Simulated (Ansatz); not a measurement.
The system is Ga.

```
Ga
1.0
     2.77842    0.00000    0.00000
     0.00000    3.28161    0.00000
    -1.34343    0.00000    3.99027
Ga
2
Direct
  0.13460 0.75000 0.77017
  0.86540 0.25000 0.22983
```

This isn't the form of Ga at room conditions, which is orthorhombic.

Base run:

```yaml
Program: Ansatz 0.2.0
Functional: PBEsol
Potentials_or_basis: all-electron LAPW, scalar-relativistic
Cutoff: 251 eV
Density_cutoff: 1004 eV
Basis_error_allowed: 0.001 eV/atom
k_mesh: 10 × 8 × 7
Occupations: fermi-dirac, width 0.05 eV
Spin: no spin polarisation
```

Its results: pressure -0.6 GPa; largest force 0.072 eV/Å.

Task: After a change of settings the same cell gave: pressure -2.7 GPa; largest force 0.065 eV/Å. Which change was it?
A. functional from PBEsol to LDA
B. potentials or basis from all-electron LAPW, scalar-relativistic to all-electron LAPW, inner shells corrected to Dirac's equation
C. potentials or basis from all-electron LAPW, scalar-relativistic to all-electron LAPW, non-relativistic
D. k mesh from 10 × 8 × 7 to 8 × 6 × 5

Result: A.

LDA binds more tightly than PBEsol, so the same cell stands under less pressure.

Not every run made on this cell is shown here.
